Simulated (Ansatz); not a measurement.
Starting cell, Li2O (anti-fluorite):

```xyz
3
Lattice="0.0000 2.2864 2.2864 2.2864 0.0000 2.2864 2.2864 2.2864 0.0000" Properties=species:S:1:pos:R:3 pbc="T T T"
O      0.0000     0.0000     0.0000
Li     1.1432     1.1432     1.1432
Li     3.4296     3.4296     3.4296
```

The atoms are displaced by Q × the pattern below (from a DFPT mode at Γ, largest move 1; Q in Å), at fixed cell. It is one choice among 3 degenerate patterns.

```tsv
atom	x	y	z
Li2	0.000	0.000	1.000
Li3	0.000	0.000	-1.000
```

Atoms not listed stay in place.

Method: r2SCAN (plane waves to 500 eV, PAW, scalar-relativistic; Ansatz, a first-principles code). k mesh 12×12×12 (Γ-centred), Fermi-Dirac smearing 0.05 eV. The energy includes the smearing's −TS. Left out: 6 of 13 points, with atoms too close for the PAW data. Li2O was relaxed with its symmetry unable to fall. The zero of ΔE is the undisplaced structure.

Task: Predict the ΔE (eV/cell) at Q (Å) = -0.093, -0.047, 0.047, 0.093, 0.140.

Result: 
```
Q (Å)   ΔE (eV/cell)
------  ------------
-0.093        0.0672
-0.047        0.0166
0.047         0.0166
0.093         0.0672
0.140         0.1538
```

(A displaced cell: forces are minus the slopes of the energy, force constants its curvatures, and phonons follow from these.)
